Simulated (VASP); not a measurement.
# CdF2 (Fm-3m) in VASP: single point with r2SCAN

Aim: the single point of CdF2 with r2SCAN.

Program: VASP 6.6.1. These are calculated values, not measurements. Logs are shortened: lines on timing, memory, paths and dates and some standing lists are left out, and cuts for length are marked.

### Step 1. The structure

It takes space group Fm-3m (No. 225, cubic). The conventional cell has a = 5.401 Å, b = 5.401 Å, c = 5.401 Å, α = 90.00°, β = 90.00°, γ = 90.00°. Cd (site symmetry m-3m) has 8 F at 2.34 Å as nearest neighbours. Around F (site symmetry -43m) lie 4 Cd at 2.34 Å.

The cell is a database's computed one.

### Step 2. Single point, r2SCAN

The input, POSCAR:

```
CdF2
1.0
    0.0000000000      2.7005188915      2.7005188915
    2.7005188915      0.0000000000      2.7005188915
    2.7005188915      2.7005188915      0.0000000000
Cd F
1 2
Direct
    0.0000000000      0.0000000000      0.0000000000
    0.2500000000      0.2500000000      0.2500000000
    0.7500000000      0.7500000000      0.7500000000
```

The input, INCAR.step1:

```
PREC = Accurate ; ENCUT = 520
ISMEAR = -1 ; SIGMA = 0.01
LREAL = False ; LASPH = True
NELM = 100 ; NBANDS = 20
GGA = PE ; ALGO = Normal
EDIFF = 1E-4 ; LWAVE = True
LCHARG = False
```

The input, INCAR.step2:

```
PREC = Accurate ; ENCUT = 520
EDIFF = 1E-7 ; ISMEAR = -1
SIGMA = 0.01 ; LREAL = False
LASPH = True ; NELM = 100
ALGO = Normal ; ISIF = 2
LWAVE = False ; LCHARG = True
METAGGA = R2SCAN ; LMIXTAU = True
LELF = True ; LVHAR = True
NBANDS = 20 ; ISTART = 1
```

The input, KPOINTS:

```
Automatic mesh
0
Gamma
  8 8 8
```

Potentials or basis: VASP PAW PBE potentials, release 64 (Cd, F).

Run with:

```console
$ cat potpaw_PBE.64/Cd/POTCAR potpaw_PBE.64/F/POTCAR > POTCAR
$ cp INCAR.step1 INCAR
$ mpirun -np 1 vasp_std > vasp.out
$ cp INCAR.step2 INCAR
$ mpirun -np 1 vasp_std > vasp.out
```

OUTCAR:

```text
PREC = Accurate
   ENCUT = 520
   EDIFF = 1E-7
   ISMEAR = -1
   LREAL = False
   LASPH = True
   NELM = 100
   ISIF = 2
   METAGGA = R2SCAN
   ISTART = 1

 ion  position               nearest neighbor table
   1  0.000  0.000  0.000-   3 2.34   3 2.34   3 2.34   2 2.34   3 2.34   2 2.34   2 2.34   2 2.34

   2  0.250  0.250  0.250-   1 2.34   1 2.34   1 2.34   1 2.34
   3  0.750  0.750  0.750-   1 2.34   1 2.34   1 2.34   1 2.34

  LATTYP: Found a face centered cubic cell.
 ALAT       =     5.4010377830

  Lattice vectors:

 A1 = (   0.0000000000,   2.7005188915,   2.7005188915)
 A2 = (   2.7005188915,   0.0000000000,   2.7005188915)
 A3 = (   2.7005188915,   2.7005188915,   0.0000000000)

Analysis of symmetry for initial positions (statically):
=====================================================================
 Subroutine PRICEL returns:
 Original cell was already a primitive cell.

 Routine SETGRP: Setting up the symmetry group for a
 face centered cubic supercell.

 Subroutine GETGRP returns: Found 48 space group operations
 (whereof 48 operations were pure point group operations)
 out of a pool of 48 trial point group operations.

The static configuration has the point symmetry O_h .

Analysis of symmetry for dynamics (positions and initial velocities):
=====================================================================
 Subroutine PRICEL returns:
 Original cell was already a primitive cell.

 Routine SETGRP: Setting up the symmetry group for a
 face centered cubic supercell.

 Subroutine GETGRP returns: Found 48 space group operations
 (whereof 48 operations were pure point group operations)
 out of a pool of 48 trial point group operations.

The dynamic configuration has the point symmetry O_h .

 Subroutine INISYM returns: Found 48 space group operations
 (whereof 48 operations are pure point group operations),
 and found     1 'primitive' translations

----------------------------------------------------------------------------------------

                                     Primitive cell

  volume of cell :      39.3887

  direct lattice vectors                    reciprocal lattice vectors
     0.000000000  2.700518891  2.700518891    -0.185149603  0.185149603  0.185149603
     2.700518891  0.000000000  2.700518891     0.185149603 -0.185149603  0.185149603
     2.700518891  2.700518891  0.000000000     0.185149603  0.185149603 -0.185149603

  length of vectors
     3.819110442  3.819110442  3.819110442     0.320688519  0.320688519  0.320688519

  position of ions in fractional coordinates (direct lattice)
     0.000000000  0.000000000  0.000000000
     0.250000000  0.250000000  0.250000000
     0.750000000  0.750000000  0.750000000

  ion indices of the primitive-cell ions
   primitive index   ion index
                 1           1
                 2           2
                 3           3

----------------------------------------------------------------------------------------

 KPOINTS: Automatic mesh

Automatic generation of k-mesh.
 Grid dimensions read from file:
 generate k-points for:    8    8    8

 Generating k-lattice:

  Cartesian coordinates                     Fractional coordinates (reciprocal lattice)
    -0.023143700  0.023143700  0.023143700     0.125000000  0.000000000  0.000000000
     0.023143700 -0.023143700  0.023143700     0.000000000  0.125000000  0.000000000
     0.023143700  0.023143700 -0.023143700     0.000000000  0.000000000  0.125000000

  Length of vectors
     0.040086065  0.040086065  0.040086065

  Shift w.r.t. Gamma in fractional coordinates (k-lattice)
     0.000000000  0.000000000  0.000000000

 Subroutine IBZKPT returns following result:
 ===========================================

 Found     29 irreducible k-points:

 Following reciprocal coordinates:
            Coordinates               Weight
  0.000000  0.000000  0.000000      1.000000
  0.125000  0.000000  0.000000      8.000000
  0.250000  0.000000  0.000000      8.000000
  0.375000  0.000000  0.000000      8.000000
  0.500000  0.000000  0.000000      4.000000
  0.125000  0.125000  0.000000      6.000000
[... 16 lines left out ...]
  0.500000  0.250000  0.125000     48.000000
 -0.375000  0.250000  0.125000     24.000000
 [... further k-points ...]
   k-points           NKPTS =     29   k-points in BZ     NKDIM =     29   number of bands    NBANDS=     20
   number of dos      NEDOS =    301   number of ions     NIONS =      3
   total plane-waves  NPLWV =  21952
   dimension x,y,z NGX =    28 NGY =   28 NGZ =   28
   dimension x,y,z NGXF=    56 NGYF=   56 NGZF=   56
   ions per type =               1   2
   NGX,Y,Z   is equivalent  to a cutoff of  12.19, 12.19, 12.19 a.u.
   NGXF,Y,Z  is equivalent  to a cutoff of  24.38, 24.38, 24.38 a.u.
 SYSTEM =  unknown system
   PREC   = accura    normal or accurate (medium, high low for compatibility)
   ISTART =      1    job   : 0-new  1-cont  2-samecut
   ICHARG =      0    charge: 1-file 2-atom 10-const
   ISPIN  =      1    spin polarized calculation?
   LNONCOLLINEAR =      F non collinear calculations
   LSORBIT =      F    spin-orbit coupling
   LASPH  =      T    aspherical Exc in radial PAW
   ENCUT  =  520.0 eV  38.22 Ry    6.18 a.u.   7.10  7.10  7.10*2*pi/ulx,y,z
   NELM   =    100;   NELMIN=  2; NELMDL=  0     # of ELM steps
   EDIFF  = 0.1E-06   stopping-criterion for ELM
   LREAL  =      F    real-space projection
   EDIFFG = 0.1E-05   stopping-criterion for IOM
   NSW    =      0    number of steps for IOM
   IBRION =     -1    ionic relax: 0-MD 1-quasi-New 2-CG
   NFREE  =      0    steps in history (QN), initial steepest desc. (CG)
   ISIF   =      2    stress and relaxation
   ISYM   =      2    0-nonsym 1-usesym 2-fastsym
   POTIM  = 0.5000    time-step for ionic-motion
   TEBEG  =    0.0;   TEEND  =   0.0 temperature during run
   PSTRESS=    0.0 pullay stress
   NELECT =      26.0000    total number of electrons
   NUPDOWN=      -1.0000    fix difference up-down
   EMIN   =  10.00;   EMAX   =-10.00  energy-range for DOS
   EFERMI =   0.00;   METHOD = LEGACY
   ISMEAR =    -1;   SIGMA  =   0.01  broadening in eV -4-tet -1-fermi 0-gaus
   EFERMI_NEDOS =   21; number of points for ismear=-14 and -15
   IALGO  =     38    algorithm
   IMIX   =      4    mixing-type and parameters
     AMIX     =   0.40;   BMIX     =  1.00
     AMIX_MAG =   1.60;   BMIX_MAG =  1.00
  volume/ion in A,a.u.               =      13.13        88.60
  Fermi-wavevector in a.u.,A,eV,Ry     =   1.425417  2.693648 27.644519  2.031815
  Thomas-Fermi vector in A             =   2.545804
   LORBIT       =      0    0 simple, 1 ext, 2 COOP (PROOUT), +10 PAW based schemes
   METAGGA = R2SCAN    functional components
   LHFCALC =     F    Hartree Fock is set to
   AEXX    =    0.0000 exact exchange contribution
   IVDW    =     0    specifies the selected vdW correction
   LEPSILON=     F    determine dielectric tensor
   LRPA    =     F    only Hartree local field effects (RPA)
 non-spin polarized calculation
  energy-cutoff  :      520.00
  volume of cell :       39.39
 maximum number of plane-waves:      1069
   NGX = 15   NGY = 15   NGZ = 15

 number of electron      25.9999985 magnetization

 Free energy of the ion-electron system (eV)
  ---------------------------------------------------
  ext. energy  EPLUGINS =         0.00000000
  ---------------------------------------------------
  free energy    TOTEN  =       -33.72093182 eV

  energy without entropy =      -33.72093182  energy(sigma->0) =      -33.72093182

 E-fermi :  -1.6728     XC(G=0): -11.0059

 val. band max:       -1.9218680126   @ k =  -0.2500   0.5000   0.2500
 cond. band min:       1.8021977563   @ k =   0.0000   0.0000   0.0000
 fundamental gap:      3.7240657688
 Fermi energy:        -1.6727513750

 k-point     1 :       0.0000    0.0000    0.0000
  band No.  band energies     occupation
      1     -23.8206      2.00000
      2     -22.7739      2.00000
      3      -7.5290      2.00000
      4      -7.5290      2.00000
      5      -7.5290      2.00000
      6      -6.3238      2.00000
[... 12 lines left out ...]
     19      18.8834      0.00000
     20      18.8834      0.00000

 k-point     2 :       0.1250    0.0000    0.0000
  band No.  band energies     occupation
      1     -23.7739      2.00000
      2     -22.8152      2.00000
      3      -7.4701      2.00000
      4      -7.4701      2.00000
      5      -7.3638      2.00000
      6      -6.3416      2.00000
[... 12 lines left out ...]
     19      18.4654      0.00000
     20      18.4654      0.00000

 k-point     3 :       0.2500    0.0000    0.0000
  band No.  band energies     occupation
      1     -23.6473      2.00000
      2     -22.9297      2.00000
      3      -7.3345      2.00000
      4      -7.3344      2.00000
      5      -6.9203      2.00000
      6      -6.3565      2.00000
[... 12 lines left out ...]
     19      17.7501      0.00000
     20      18.2376      0.00000

 k-point     4 :       0.3750    0.0000    0.0000
  band No.  band energies     occupation
      1     -23.4720      2.00000
      2     -23.0892      2.00000
      3      -7.2230      2.00000
      4      -7.2229      2.00000
      5      -6.3654      2.00000
      6      -6.3065      2.00000
[... 12 lines left out ...]
     19      17.2006      0.00000
     20      17.8615      0.00000

 k-point     5 :       0.5000    0.0000    0.0000
  band No.  band energies     occupation
      1     -23.3107      2.00000
      2     -23.2440      2.00000
      3      -7.1892      2.00000
      4      -7.1892      2.00000
      5      -6.2562      2.00000
      6      -6.2562      2.00000
[... 12 lines left out ...]
     19      16.9839      0.00000
     20      17.5133      0.00000

 k-point     6 :       0.1250    0.1250    0.0000
  band No.  band energies     occupation
      1     -23.7597      2.00000
      2     -22.8272      2.00000
      3      -7.4420      2.00000
      4      -7.4420      2.00000
      5      -7.3207      2.00000
      6      -6.4024      2.00000
[... 12 lines left out ...]
     19      18.3026      0.00000
     20      19.0503      0.00000

 k-point     7 :       0.2500    0.1250    0.0000
  band No.  band energies     occupation
      1     -23.6634      2.00000
      2     -22.9120      2.00000
      3      -7.3179      2.00000
      4      -7.3167      2.00000
      5      -6.9860      2.00000
      6      -6.4840      2.00000
[... 12 lines left out ...]
     19      18.7973      0.00000
     20      19.5065      0.00000
[... 277 lines left out ...]
 k-point    20 :      -0.3750    0.3750    0.0000
  band No.  band energies     occupation
      1     -23.3096      2.00000
      2     -23.2097      2.00000
      3      -7.0943      2.00000
      4      -6.6988      2.00000
      5      -6.4083      2.00000
      6      -6.3851      2.00000
[... 12 lines left out ...]
     19      19.3698      0.00000
     20      20.1338      0.00000

 k-point    21 :       0.5000    0.5000    0.0000
  band No.  band energies     occupation
      1     -23.3829      2.00000
      2     -23.1282      2.00000
      3      -7.2865      2.00000
      4      -6.5775      2.00000
      5      -6.5775      2.00000
      6      -6.2158      2.00000
[... 12 lines left out ...]
     19      18.5040      0.00000
     20      20.6501      0.00000

 k-point    22 :       0.3750    0.2500    0.1250
  band No.  band energies     occupation
      1     -23.5594      2.00000
      2     -23.0012      2.00000
      3      -7.1946      2.00000
      4      -7.1550      2.00000
      5      -6.6539      2.00000
      6      -6.5844      2.00000
[... 12 lines left out ...]
     19      18.4150      0.00000
     20      21.0064      0.00000

 k-point    23 :       0.5000    0.2500    0.1250
  band No.  band energies     occupation
      1     -23.4187      2.00000
      2     -23.1249      2.00000
      3      -7.1021      2.00000
      4      -7.0043      2.00000
      5      -6.5508      2.00000
      6      -6.3204      2.00000
[... 12 lines left out ...]
     19      17.7888      0.00000
     20      21.0105      0.00000

 k-point    24 :      -0.3750    0.2500    0.1250
  band No.  band energies     occupation
      1     -23.2845      2.00000
      2     -23.2511      2.00000
      3      -7.0715      2.00000
      4      -6.9654      2.00000
      5      -6.3787      2.00000
      6      -6.3589      2.00000
[... 12 lines left out ...]
     19      17.5253      0.00000
     20      21.4292      0.00000

 [... further k-points ...]

------------------------ aborting loop because EDIFF is reached ----------------------------------------

  FORCE on cell =-STRESS in cart. coord.  units (eV):
  Direction    XX          YY          ZZ          XY          YZ          ZX
  --------------------------------------------------------------------------------------
  -------------------------------------------------------------------------------------
  Total        0.0401970      0.0401970      0.0401970      0.0000000      0.0000000     -0.0000000
  in kB        1.6350552      1.6350552      1.6350552      0.0000000      0.0000000     -0.0000000
  external PRESSURE =       1.6350552 kB  Pullay stress =       0.0000000 kB

 VOLUME and BASIS-vectors are now :
 -----------------------------------------------------------------------------
  energy-cutoff  :      520.00
  volume of cell :       39.39
      direct lattice vectors                 reciprocal lattice vectors
     0.000000000  2.700518891  2.700518891    -0.185149603  0.185149603  0.185149603
     2.700518891  0.000000000  2.700518891     0.185149603 -0.185149603  0.185149603
     2.700518891  2.700518891  0.000000000     0.185149603  0.185149603 -0.185149603

 POSITION                                       TOTAL-FORCE (eV/Angst)
 -----------------------------------------------------------------------------------
      0.00000      0.00000      0.00000         0.000000     -0.000000     -0.000000
      1.35026      1.35026      1.35026         0.000000      0.000000     -0.000000
      4.05078      4.05078      4.05078        -0.000000      0.000000      0.000000
 -----------------------------------------------------------------------------------
    total drift:                                0.000000      0.000000      0.000000

  FREE ENERGIE OF THE ION-ELECTRON SYSTEM (eV)
  ---------------------------------------------------
  free  energy   TOTEN  =       -33.7209318196 eV

  energy  without entropy=      -33.7209318196  energy(sigma->0) =      -33.72093182
```

Run time: 73 s. Hardware: 1 thread of Intel Xeon Platinum 8488C (Sapphire Rapids), shared host; peak memory 0.17 GiB.

What came out:

```yaml
Free_energy: -33.7209 eV
Pressure: 0.2 GPa
Band_gap_on_the_k_mesh: 3.72 eV, indirect (least direct gap 4.24 eV)
```

Caveat: the PAW data sets were made with another functional, which shifts forces and pressure a little. A k mesh can miss the band edges.
